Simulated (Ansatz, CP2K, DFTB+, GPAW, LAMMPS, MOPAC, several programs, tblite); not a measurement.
## Many methods on one cell: NaF (CsCl type)

NaF (CsCl type), relaxed with r2SCAN in Ansatz, was computed with several methods. It is cubic, Pm-3m (No. 221); a = 2.793 Å in the conventional setting, 10.90 Å³ an atom. Na is surrounded by 8 F at 2.42 Å; F is surrounded by 8 Na at 2.42 Å. No spin polarisation and no zero-point or thermal motion; the cell was built from a prototype and may be hypothetical.

```cif
data_structure
_symmetry_space_group_name_H-M 'Pm-3m'
_symmetry_Int_Tables_number 221
_cell_length_a 2.7935
_cell_length_b 2.7935
_cell_length_c 2.7935
_cell_angle_alpha 90.000
_cell_angle_beta 90.000
_cell_angle_gamma 90.000
_cell_volume 21.80
loop_
_atom_site_label
_atom_site_type_symbol
_atom_site_symmetry_multiplicity
_atom_site_Wyckoff_symbol
_atom_site_fract_x
_atom_site_fract_y
_atom_site_fract_z
_atom_site_occupancy
Na1 Na 1 a 0.00000 0.00000 0.00000 1
F1 F 1 b 0.50000 0.50000 0.50000 1
```

Gaps and times are for a single point on this cell; volume and bulk modulus come from each method's own relaxation or energy curve at fixed shape. Times are rough, from shared hosts (AMD EPYC 7R43 64-Core Processor), and each method has its own mesh and cell size. A star marks a curve whose lowest point is an end point. PM6 (MOPAC), PM7 (MOPAC), GFN1-xTB (tblite), GFN2-xTB (tblite) treat a cluster of cells at its zone centre, which samples few k points: where these miss a band edge, the gap comes out too large for that reason alone. Gaps from k meshes are read at a limited set of points (mesh, symmetry points, PBE's band edges), so each method's own least gap may be somewhat smaller. Force fields have no electrons; where one was fitted to this phase, its volume and modulus reflect the fit. xTB and the PM methods were fitted mostly to molecules, and can miss a solid's gap by electronvolts. Minimal bases can be far off for gaps. GLLB-SC's gap includes the derivative discontinuity. d marks a direct gap, i an indirect one (no mark: not told apart), a dash a value that wasn't computed or didn't pass its checks.

```json
{"method": "ffield.eim (LAMMPS)", "kind": "force field", "gap (eV)": "–", "own volume (Å³/atom)": "–", "bulk modulus (GPa)": "–", "atoms computed": "2", "processor time": "0.31 s"}
{"method": "light PBE (260 eV, its own mesh)", "kind": "light plane-wave", "gap (eV)": "6.08 i", "own volume (Å³/atom)": "–", "bulk modulus (GPa)": "–", "atoms computed": "2", "processor time": "0.72 s"}
{"method": "PBE", "kind": "semilocal", "gap (eV)": "6.13 i", "own volume (Å³/atom)": "11.76", "bulk modulus (GPa)": "49", "atoms computed": "2", "processor time": "1.7 s"}
{"method": "PM7 (MOPAC)", "kind": "semi-empirical", "gap (eV)": "15.17", "own volume (Å³/atom)": "–", "bulk modulus (GPa)": "–", "atoms computed": "54", "processor time": "2.9 s"}
{"method": "PM6 (MOPAC)", "kind": "semi-empirical", "gap (eV)": "14.79", "own volume (Å³/atom)": "–", "bulk modulus (GPa)": "–", "atoms computed": "54", "processor time": "3.1 s"}
{"method": "r2SCAN", "kind": "semilocal", "gap (eV)": "7.06 i", "own volume (Å³/atom)": "10.90", "bulk modulus (GPa)": "60", "atoms computed": "2", "processor time": "4.2 s"}
{"method": "GFN1-xTB (tblite)", "kind": "tight binding", "gap (eV)": "2.30", "own volume (Å³/atom)": "–", "bulk modulus (GPa)": "–", "atoms computed": "54", "processor time": "6.3 s"}
{"method": "GFN1-xTB (DFTB+)", "kind": "tight binding", "gap (eV)": "4.13 i", "own volume (Å³/atom)": "–", "bulk modulus (GPa)": "–", "atoms computed": "2", "processor time": "8 s"}
{"method": "GLLB-SC (GPAW)", "kind": "model potential", "gap (eV)": "11.78", "own volume (Å³/atom)": "–", "bulk modulus (GPa)": "–", "atoms computed": "2", "processor time": "8 s"}
{"method": "GFN2-xTB (tblite)", "kind": "tight binding", "gap (eV)": "2.45", "own volume (Å³/atom)": "–", "bulk modulus (GPa)": "–", "atoms computed": "54", "processor time": "11 s"}
{"method": "PBE/SZV (CP2K)", "kind": "small basis", "gap (eV)": "4.20 i", "own volume (Å³/atom)": "12.09*", "bulk modulus (GPa)": "–", "atoms computed": "2", "processor time": "16 s"}
{"method": "PBE/DZVP (CP2K)", "kind": "small basis", "gap (eV)": "6.21 i", "own volume (Å³/atom)": "11.63", "bulk modulus (GPa)": "52", "atoms computed": "2", "processor time": "24 s"}
{"method": "PBE/single zeta (GPAW)", "kind": "small basis", "gap (eV)": "5.53 i", "own volume (Å³/atom)": "–", "bulk modulus (GPa)": "–", "atoms computed": "2", "processor time": "83 s"}
```

Against r2SCAN (7.06 eV) the nearest gap at the points sampled is that of PBE/DZVP (CP2K) (-0.85 eV) and the farthest that of PM7 (MOPAC) (+8.11 eV). r2SCAN is only a yardstick of convenience: semilocal gaps usually lie below measured ones, which GLLB-SC and hybrids aim to mend.

Volumes against r2SCAN's: PBE +7.9 %, PBE/DZVP (CP2K) +6.7 %.

The two programs disagree on GFN1-xTB's gap by more than sampling explains, so neither value is safe.
